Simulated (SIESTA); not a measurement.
This SIESTA 5.4.2 run on Si2W needs a look.

Si2W.fdf

```
SystemName                      Si2W
SystemLabel                     Si2W
NumberOfSpecies                 2
NumberOfAtoms                   3
%block ChemicalSpeciesLabel
  1  74 W
  2  14 Si
%endblock ChemicalSpeciesLabel

UseStructFile                   true

%block kgrid.MonkhorstPack
    8   0   0  0.0
    0   8   0  0.0
    0   0   8  0.0
%endblock kgrid.MonkhorstPack
XC.Functional                   GGA
XC.Authors                      PBE
PAO.BasisSize                   DZP
PAO.EnergyShift                 0.003 Ry
Mesh.Cutoff                     800 Ry
OccupationFunction              FD
ElectronicTemperature           0.05 eV
MaxSCFIterations                50
SCF.MustConverge                false
SCF.Mixer.Method                Pulay
SCF.Mixer.Weight                0.25
SCF.Mixer.History               8
SCF.DM.Tolerance                5.0e-05
SCF.H.Tolerance                 1.0e-03 eV
WriteForces                     true
Charge.Mulliken                 end
%block PAO.Basis
  W 5
  n=5 0 2
    3.045 0.000
  n=6 0 2
    7.641 0.000
  n=5 1 2
    3.655 0.000
  n=6 1 1
    7.641
  n=5 2 2
    6.655 0.000
%endblock PAO.Basis
SolutionMethod                  davidson
```

Si2W.STRUCT_IN

```
  -1.6069000000     1.6069000000     3.9149500000
   1.6069000000    -1.6069000000     3.9149500000
   1.6069000000     1.6069000000    -3.9149500000
3
1  74    0.0000000000     0.0000000000     0.0000000000
2  14    0.6653000000     0.6653000000     0.0000000000
2  14    0.3347000000     0.3347000000     0.0000000000
```

Potentials or basis: PseudoDojo 0.4 standard (PBE files), DZP (energy shift 0.003 Ry; two zetas on semicore shells).

Run with:

```bash
$ siesta Si2W.fdf > Si2W.out 2>&1
```

Si2W.out:

```text
Version         : 5.4.2

                           ***********************
                           *  WELCOME TO SIESTA  *
                           ***********************

 NOTE: Siesta V5 introduces some new defaults for basis-set generation
 NOTE: which might lead to slightly different numerical results.
 NOTE: Please see the manual for full details and compatibility measures.

[... 484 lines left out ...]
redata: (free) Energy tolerance for SCF             =     0.000100 eV
redata: Using DFT-D3 dispersion                     =   F
redata: Using Saved Data (generic)                  =   F
redata: Use continuation files for DM               =   T
redata: Neglect nonoverlap interactions             =   F
redata: The method of solution must be either OrderN, OMM, Diagon, Transiesta, or Dummy
Stopping Program from Node:    0
redata: The method of solution must be either OrderN, OMM, Diagon, Transiesta, or Dummy
Stopping Program from Node:    0

Program received signal SIGABRT: Process abort signal.

Backtrace for this error:
```

Question: How did it end, and where is the flaw?

Answer: The input was rejected before any iteration. The input holds a flaw that was put in on purpose: solution method that doesn't exist (SolutionMethod = davidson).
